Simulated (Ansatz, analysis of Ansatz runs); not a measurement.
# LaOF (R-3m), nudged elastic band: Na_i hop between interstitial places (q = +1), part 4 of 4

Wanted: path and barrier of a jump of Na in LaOF (R-3m) at charge +1. The case: Na_i hop between interstitial places, in a cell of 36 host atoms with 1 Na put in.

Ansatz 0.2.0; plane-wave PAW DFT, PBEsol; nudged elastic band between two relaxed defect structures at fixed charge in a uniform background.

So far: The structure; Relaxation of the start point, charge +1; Relaxation of the end point, charge +1; Nudged elastic band, charge +1.

### Step 4. Nudged elastic band, charge +1 (continued)

The path, image by image:

```
image  path (Å)  energy (eV)      Na37: x, y, z (Å)
    0     0.000       0.0000  -10.037, 5.793, 3.343
    1     1.372       1.3516   -9.281, 6.051, 3.144
    2     2.745       2.7907   -8.168, 6.279, 2.742
    3     4.228       1.4254   -6.879, 6.109, 3.145
    4     5.711       0.0001   -6.036, 5.788, 3.351
```

Read from the output:

```
free energy      : -91829.4334 eV
barrier forward  : 2.791 eV
barrier backward : 2.791 eV
end less start   : 1.06e-4 eV
hop length       : 4.000 Å
```

Track of the atom that was set to move:

```
image   x (Å)  y (Å)  z (Å)  nearest neighbour  distance (Å)
    0  -10.04  5.793  3.343                  F         2.368
    1  -9.281  6.051  3.144                  F         2.089
    2  -8.168  6.279  2.742                  F         1.984
    3  -6.879  6.109  3.145                  F          2.07
    4  -6.036  5.788  3.351                  F         2.371
```

The band met its tolerance of 0.05 eV/Å after 13 iterations, with image 2 on top (the start counts as 0). Na37, which moves farthest between the ends, has 6 F at 2.37 Å and 2 O at 2.40 Å nearest at the start and 2 F at 1.98 to 2.07 Å at the top. In at least one step between neighbouring images a covalent bond changes partner or an atom goes far. The images sample such a step coarsely, so the top may lie higher.

### Step 5. Single point at the start point, PBEsol, denser k-mesh

Three single points on a mesh of more k-points (start, top, end) test the sampling. The start is shown; top and end are run alike.

This step: plane-wave PAW DFT, PBEsol; single point of a defect supercell on a structure of the PBEsol path.

File qp1.start.mesh/input.yaml:

```yaml
crystal:
  lattice:
    - [-4.01323029, 6.95111876, 0.0]
    - [-12.03969086, 0.0, 0.0]
    - [-2.00661514, 1.15851979, 6.68937331]
  atoms:
    - { symbol: La, position: [0.13057784, 0.08472454, 0.22590794] }
    - { symbol: La, position: [0.37290374, 0.24777384, 0.77175684] }
[... 2 atom lines left out ...]
    - { symbol: F, position: [0.06483214, 0.0432498, 0.61068471] }
    - { symbol: F, position: [0.43773493, 0.29029434, 0.3863643] }
[... 4 atom lines left out ...]
    - { symbol: F, position: [0.05687448, 0.37957619, 0.6092636] }
    - { symbol: F, position: [0.44358284, 0.62093219, 0.39009755] }
[... 7 atom lines left out ...]
    - { symbol: La, position: [0.87659945, 0.23918725, 0.78059423] }
[... 1 atom line left out ...]
    - { symbol: O, position: [0.81169116, 0.20746026, 0.12998473] }
[... 1 atom line left out ...]
    - { symbol: F, position: [0.93063081, 0.29670113, 0.38944104] }
    - { symbol: La, position: [0.62799807, 0.4160963, 0.21246138] }
[... 1 atom line left out ...]
    - { symbol: O, position: [0.69179266, 0.45839964, 0.85881346] }
    - { symbol: O, position: [0.80862138, 0.54208065, 0.14049885] }
    - { symbol: F, position: [0.56861327, 0.37956237, 0.60753203] }
[... 7 atom lines left out ...]
    - { symbol: Na, position: [0.75014492, 0.50029298, 0.49967767] }
total_charge: 1
basis:
  ecutwfc: 420
  xc_grid: 2
hamiltonian:
  xc: pbesol
kpoints:
  mp_grid: { grid: [2, 2, 2], shift: [0.5, 0.5, 0.5] }
scf:
  occupations: { method: fixed }
  max_iter: 80
output:
  forces: true
  eigenvalues: true
checkpoint:
  write: "../qp1.start.mesh.run"
  compress: false
  write_wavefunctions: false
  write_every: 100000
```

Run with:

```bash
> ansatz run input.yaml --threads 4 --pin off --max-ram 7536MiB --backend cpu --events-out ev --progress --plain --runs-dir out
```

Numbers of over 12 decimals in the logs are rounded to 6 here.

The log of the run:

```text
[...]
Crystal: 37 atoms, lattice volume = 559.829 Å³
Basis set: ecut = 420 eV, 10937 PW (Γ), exchange–correlation on 108×162×96 points (8 copies of the dense FFT grid, shifted against one another)
Bands: 185, of which v1, the nominal top of the filled ones, is band 148 counted from 1 (147 counted from 0)
Symmetry: 1 space group operations
[...]
k-points: 4 of 8 (time reversal used)
[...]
SCF iter   1: F=—  HF=-91833.100668 eV  |F-HF|=—  |Δ(HF+E_count)|=         —  Δρ=9.56e-3  dr2=5.44e-1  ethr=1.77e-3  ⟨swp⟩=5.0  Hψ=2383  notcnv=0  defer=134
[...]
SCF iter   3: F=—  HF=-91832.988395 eV  |F-HF|=—  |Δ(HF+E_count)|=   1.24e-2  Δρ=9.99e-4  dr2=1.15e-2  ethr=2.12e-5  ⟨swp⟩=3.0  Hψ=1171  notcnv=0  defer=88
[...]
Internal energy: -91832.986798 eV  (E = F + TS)
E sigma→0 (E₀):  -91832.986798 eV
Fermi energy:    8.665348 eV
[...]
--- Forces (eV/Å), atoms counted from 1 ---
  atom   1  La    -0.13081991    -0.06160869     0.03970002
  atom   2  La     0.11321777     0.02694748    -0.03140669
  [... 3 atoms left out ...]
  atom   6  F      0.02889770    -0.02473108    -0.03291007
  [... 4 atoms left out ...]
  atom  11  F     -0.00795177     0.04314365     0.02604238
  atom  12  F      0.00861866    -0.04379968    -0.02624038
  [... 7 atoms left out ...]
  atom  20  La     0.11880983     0.02308247    -0.01878630
  [... 3 atoms left out ...]
  atom  24  F      0.03721594    -0.00347871    -0.03895348
  atom  25  La    -0.13602927    -0.05858460     0.05185171
  [... 1 atom left out ...]
  atom  27  O     -0.09939421    -0.09547794     0.00979470
  atom  28  O      0.10034750     0.09536216    -0.00892182
  atom  29  F     -0.03032422     0.03838868    -0.00344416
  [... 7 atoms left out ...]
  atom  37  Na     0.00098671     0.00119326    -0.00065005
  max |Σ_I F_I| component: 4.50e-6 eV/Å
--- Band table (eV) ---
[...]
[... further k-points left out ...]
[key lines of the parts left out:]
SCF converged after 9 iterations
Free energy (F): -91832.986798 eV
```

Wall time 12 s (4 threads of Intel Xeon 6975P-C (Granite Rapids), shared host); peak memory 2.2 GiB.

Read from the output:

```yaml
free_energy: -91832.9868 eV
```

### Step 6. Barrier from single points, PBEsol, denser k-mesh

Analysis of the runs above: barrier from PBEsol single points on the PBEsol path.

It gives:

| Item | Value |
| --- | --- |
| barrier forward | 2.835 eV |
| barrier backward | 2.836 eV |
| end less start | -0.001381 eV |

This gives 2.835 eV against the band's 2.791 eV (backward 2.836 against 2.791 eV), so the sampling was enough for this path.

### Step 7. What came out

| Item | Value |
| --- | --- |
| barrier forward | 2.79 eV (in doubt, see below) |
| barrier backward | 2.79 eV |
| end less start | 0.00 eV |
| hop length | 4.00 Å |
| band iterations, as the log counts them | 13 |
| barrier from single points, PBEsol, denser k-mesh | 2.83 eV (in doubt, see below) |

The top of the band lies 2.79 eV above the start and 2.79 eV above the end, which are alike in energy and neighbours. In at least one step between neighbouring images a covalent bond changes partner or an atom goes far. The images sample such a step coarsely, so the top may lie higher. At the top Na37 stands 1.98 Å from its nearest F, 0.38 Å closer than at the start. The order of the top as a saddle was not checked for all atoms, so a bent path could be lower. No image-charge correction is applied; it largely cancels along a path if the charge stays localised alike. What this leaves open: periodic copies of the defect are only 7.1 Å apart; spin–orbit coupling, which can matter with heavy atoms, is left out.

[Logs are printed without paths, hosts, clocks, repeated set-up lines and the standing remarks that a program may print on its own settings, such as how far it seeks lower states.]

[Hosts, paths, dates, database ids (printed as entryN), source tags and the programs' standing remarks are cut or masked in the printed files.]
